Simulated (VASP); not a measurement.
A run of VASP 6.6.1 is set up as follows.

The input INCAR:

```
PREC = Accurate
ENCUT = 350
EDIFF = 1E-6
ISMEAR = 0
SIGMA = 0.02
LREAL = False
LASPH = True
NELM = 60
ALGO = Normal
ISIF = 2
LWAVE = False
LCHARG = False
GGA = PE
NBANDS = 18
```

The input KPOINTS:

```
Automatic mesh
0
Gamma
  4 4 4
```

The input POSCAR:

```
TePb
1.0
    4.0022870000      0.0000000000      0.0000000000
    0.0000000000      4.0022870000      0.0000000000
    0.0000000000      0.0000000000      4.0022870000
Pb Te
1 1
Direct
    0.0000000000      0.0000000000      0.0000000000
    0.5000000000      0.5000000000      0.5000000000
```

Potentials or basis: VASP PAW PBE potentials, release 64 (Pb_d_GW, Te_GW).

Launch:

```console
$ cat potpaw_PBE.64/Pb_d_GW/POTCAR potpaw_PBE.64/Te_GW/POTCAR > POTCAR
$ mpirun -np 1 vasp_std > vasp.out
```

Q: Predict the band gap on the k mesh.

A: None (metal or under the smearing width).

Q: Predict the pressure.

A: 0.3 GPa.

Caveat: the k mesh is coarse (spacing up to 0.39 Å⁻¹), so the values aren't converged. Spin-orbit coupling is left out, which matters for the levels of Pb, Te.
